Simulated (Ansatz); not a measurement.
## SiC (zincblende) under strain

Zincblende SiC, relaxed with r2SCAN in the PAW code Ansatz. It is cubic, F-43m (No. 216); a = 4.356 Å in the conventional setting, 10.33 Å³ an atom. Around Si lie 4 C at 1.89 Å; around C lie 4 Si at 1.89 Å.

The axes x, y and z are those of this cell:
```
Si C
1.0
     0.00000    2.17805    2.17805
     2.17805    0.00000    2.17805
     2.17805    2.17805    0.00000
Si C
1 1
Direct
  0.00000 0.00000 0.00000
  0.25000 0.25000 0.25000
```

Unstrained: The PBE gap is indirect, 1.358 eV (Γ to X), below the direct gap of 4.547 eV at X. With r2SCAN the valence top lies at Γ and the conduction bottom at X, 1.713 eV higher; the smallest vertical gap, at X, is 5.048 eV. The HSE06 gap is indirect, 2.227 eV (Γ to X), below the direct gap of 5.720 eV at X. Meshes: PBE 10×10×10, r2SCAN 10×10×10, HSE06 8×8×8. Strains are changes of length per length. After each strain the atoms were relaxed again with r2SCAN within the symmetry that the strain leaves, so tilts or polar shifts that break it weren't tested; points keep the names that they have in the unstrained zone. No spin polarisation and no zero-point or thermal motion.

Changes of the least gap in eV (an overlap counts as a negative gap):
```
                          strain  volume change (%)  space group     PBE  r2SCAN   HSE06  G0W0@PBE (mesh)  energy rise, r2SCAN (meV/atom)
isotropic -4.0 % on every length              -11.5        F-43m  -0.123  -0.092  -0.085            -0.06                           118.9
isotropic -3.0 % on every length               -8.7        F-43m  -0.090  -0.067  -0.062            -0.04                            65.0
isotropic -2.0 % on every length               -5.9        F-43m  -0.059  -0.043  -0.040            -0.03                            28.1
isotropic -1.0 % on every length               -3.0        F-43m  -0.028  -0.021  -0.019            -0.01                             6.9
isotropic +1.0 % on every length               +3.0        F-43m  +0.027  +0.019  +0.017            +0.01                             6.3
isotropic +2.0 % on every length               +6.1        F-43m  +0.051  +0.037  +0.032            +0.02                            24.8
isotropic +3.0 % on every length               +9.3        F-43m  +0.076  +0.053  +0.047            +0.02                            54.3
isotropic +4.0 % on every length              +12.5        F-43m  +0.098  +0.067  +0.059            +0.02                            93.9
```
Unstrained, G0W0@PBE with 86 empty bands, a screening cutoff of 150 eV and a 6×6×6 mesh gives 2.17 eV on its mesh; the band count follows the volume. G0W0 here is at a finite number of bands, screening cutoff and k mesh, not at the basis limit.

Isotropic -4.0 % on every length. HSE06: the gap goes from 2.227 to 2.142 eV (-0.085 eV). Stress change with r2SCAN, compression positive: xx +35.20, yy +35.20, zz +35.20 GPa. For HSE06, dE_g/d ln V = 0.7 eV over this step.

Isotropic -3.0 % on every length. HSE06: the gap goes from 2.227 to 2.165 eV (-0.062 eV). Stress change with r2SCAN, compression positive: xx +24.77, yy +24.77, zz +24.77 GPa. For HSE06, dE_g/d ln V = 0.7 eV over this step.

Isotropic -2.0 % on every length. HSE06: the gap goes from 2.227 to 2.187 eV (-0.040 eV). Stress change with r2SCAN, compression positive: xx +15.49, yy +15.49, zz +15.49 GPa. For HSE06, dE_g/d ln V = 0.7 eV over this step.

Isotropic -1.0 % on every length. HSE06: the gap goes from 2.227 to 2.208 eV (-0.019 eV). Stress change with r2SCAN, compression positive: xx +7.27, yy +7.27, zz +7.27 GPa. For HSE06, dE_g/d ln V = 0.6 eV over this step.

Isotropic +1.0 % on every length. HSE06: the gap goes from 2.227 to 2.244 eV (+0.017 eV). Stress change with r2SCAN, compression positive: xx -6.41, yy -6.41, zz -6.41 GPa. For HSE06, dE_g/d ln V = 0.6 eV over this step.

Isotropic +2.0 % on every length. HSE06: the gap goes from 2.227 to 2.259 eV (+0.032 eV). Stress change with r2SCAN, compression positive: xx -12.03, yy -12.03, zz -12.03 GPa. For HSE06, dE_g/d ln V = 0.5 eV over this step.

Isotropic +3.0 % on every length. HSE06: the gap goes from 2.227 to 2.274 eV (+0.047 eV). Stress change with r2SCAN, compression positive: xx -16.95, yy -16.95, zz -16.95 GPa. For HSE06, dE_g/d ln V = 0.5 eV over this step.

Isotropic +4.0 % on every length. HSE06: the gap goes from 2.227 to 2.286 eV (+0.059 eV). Stress change with r2SCAN, compression positive: xx -21.22, yy -21.22, zz -21.22 GPa. For HSE06, dE_g/d ln V = 0.5 eV over this step.

The meshes of the hybrids are coarse, so their gaps aren't converged to the digits shown.
